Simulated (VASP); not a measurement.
Crystal: HgSe.

```xyz
2
Lattice="0.0000 3.0390 3.0390 3.0390 0.0000 3.0390 3.0390 3.0390 0.0000" Properties=species:S:1:pos:R:3 pbc="T T T"
Hg    0.0000    0.0000    0.0000
Se    1.5195    1.5195    1.5195
```

| Item | Value |
| --- | --- |
| Program | VASP 6.6.1 |
| Task | relaxation of cell and atoms |
| Functional | PBE |
| Dispersion | D3(BJ) |
| Potentials or basis | VASP PAW PBE potentials, release 64 (Hg, Se) |
| Cutoff | 600 eV |
| k mesh | 10 × 10 × 10 |
| Occupations | gaussian, width 0.03 eV |
| Spin | no spin polarisation |

At the start: pressure 2.9 GPa; volume 28.07 Å³/atom.

How do energy, volume and symmetry change on relaxing?

Over 3 steps the energy falls by 12.5 meV/atom and the volume is 29.55 Å³/atom (+5.3 %); space group F-43m (No. 216, to 0.05 Å).

The path:
| step | energy change (eV) | largest force (eV/Å) | pressure (GPa) | volume (Å³) |
| --- | --- | --- | --- | --- |
| 1 | 0.0000 | 0.0000 | 2.87 | 56.13 |
| 2 | -0.0214 | 0.0000 | -0.93 | 60.31 |
| 3 | -0.0251 | 0.0000 | 0.01 | 59.09 |

Final structure:
```
Hg Se
1.0
     0.00000    3.09146    3.09146
     3.09146    0.00000    3.09146
     3.09146    3.09146    0.00000
Hg Se
1 1
Direct
  0.00000 0.00000 0.00000
  0.25000 0.25000 0.25000
```

Caveat: pairwise dispersion overbinds metals, which lowers pressure and volume.
